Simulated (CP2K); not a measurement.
The system is SnO2.

```xyz
12
Lattice="5.1753 0.0000 0.0000 0.0000 5.1753 0.0000 0.0000 0.0000 5.1753" Properties=species:S:1:pos:R:3 pbc="T T T"
Sn    0.0000    0.0000    0.0000
Sn    2.5876    0.0000    2.5876
Sn    2.5876    2.5876    0.0000
Sn    0.0000    2.5876    2.5876
O     3.4214    4.3415    0.8337
O     4.3415    0.8337    3.4214
O     0.8337    3.4214    4.3415
O     1.7539    1.7539    1.7539
O     3.4214    3.4214    3.4214
O     4.3415    1.7539    0.8337
O     0.8337    4.3415    1.7539
O     1.7539    0.8337    4.3415
```

Measurements of this composition are mostly on another form, of space group No. 136.

Program: CP2K 2026.2. Alike in all runs: task band structure; no spin polarisation; cell as given; k mesh 5 × 5 × 5.

**Question.** Order these runs on this cell by their pressure, lowest first.
A. level r2SCAN; potentials or basis POTENTIAL_UZH Sn GTH-SCAN-q4, O GTH-SCAN-q6; TZVP-MOLOPT-SCAN-GTH basis; smearing fermi-dirac 0.05 eV; EPS_DEFAULT 1.0E-9; NGRIDS 5; points a segment of the path (NPOINTS) 8; bands added on the path 2; CUTOFF of the grids 850 Ry
B. level LDA; potentials or basis GTH_POTENTIALS Sn GTH-PADE-q4, O GTH-PADE-q6; TZVP-MOLOPT-PBE-GTH basis; smearing fermi-dirac 0.1 eV; EPS_DEFAULT 1.0E-10; NGRIDS 4; points a segment of the path (NPOINTS) 10; bands added on the path 2; CUTOFF of the grids 600 Ry
C. level PBEsol; potentials or basis POTENTIAL_UZH Sn GTH-PBE-q4, O GTH-PBE-q6; TZVP-MOLOPT-PBE-GTH basis; smearing fermi-dirac 0.1 eV; EPS_DEFAULT 1.0E-9; NGRIDS 4; points a segment of the path (NPOINTS) 10; bands added on the path 6; CUTOFF of the grids 600 Ry

**Answer.** A (-23.0 GPa), B (-12.8 GPa), C (1.6 GPa).

Caveats: the basis of atomic orbitals isn't converged, which shifts pressures, moduli and gaps; the potentials were made for another functional, which shifts forces and pressure (some runs); so large a pressure means that the cell lies far from this level's equilibrium, or that cutoff or potentials fall short (some runs).
